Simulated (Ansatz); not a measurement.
## Nuclear-site quantities of SiNi as the cell is scaled

```xyz
4
Lattice="3.0266 0.0000 0.0000 0.0000 3.2735 0.0000 0.0000 0.0000 4.6978" Properties=species:S:1:pos:R:3 pbc="T T T"
Si    1.5133    1.6367    3.9569
Si    0.0000    0.0000    0.7408
Ni    1.5133    1.6367    1.6171
Ni    0.0000    0.0000    3.0807
```

Atom numbers follow the list: Si1, Si2, Ni3, Ni4.

The cell is COD entry 2300377, as deposited and not checked against the literature; nothing was relaxed.

Computed with DFT, PBE, all-electron PAW with datasets made for the crystal, scalar-relativistic in Ansatz 0.2.0.

The runs use a Γ-centred 11×10×7 k mesh, Fermi–Dirac smearing of 0.05 eV, cutoff 320 eV (chosen by the program for this cell), spin-polarised from start moments Ni3 1.5, Ni4 1.5 μB (the moments died away, and the run ended non-magnetic).

The contact density is the mean electron density over the nuclear volume; its changes set Mössbauer isomer shifts. Changes below are taken from the unscaled cell, where it is 12820.3 e/Å³ at Si1, 130475 e/Å³ at Ni3.

Volumes at which the program chose other datasets or cutoffs are left out.

```csv
V/V(cell),P (GPa),Δρ(0) Si1 (e/Å³),Δρ(0) Ni3 (e/Å³),cell moment (μB)
0.9400,14.4,?,2.29,0.00
0.9600,9.5,?,1.50,0.00
0.9800,5.0,-0.23,?,0.00
0.9900,3.0,-0.12,0.37,0.00
1.0000,1.1,0.00,0.00,0.00
1.0100,-0.7,0.12,-0.36,0.00
1.0200,-2.5,0.24,-0.71,0.00
```

(1) Give the missing entry: row "0.9400", column "Δρ(0) Si1 (e/Å³)".

(2) What belongs in the row "0.9600", column "Δρ(0) Si1 (e/Å³)"?

(3) Give the missing entry: row "0.9800", column "Δρ(0) Ni3 (e/Å³)".

The datasets are made afresh for each cell, so very small changes are uncertain.

Answers

(1) -0.69.

(2) -0.46.

(3) 0.74.
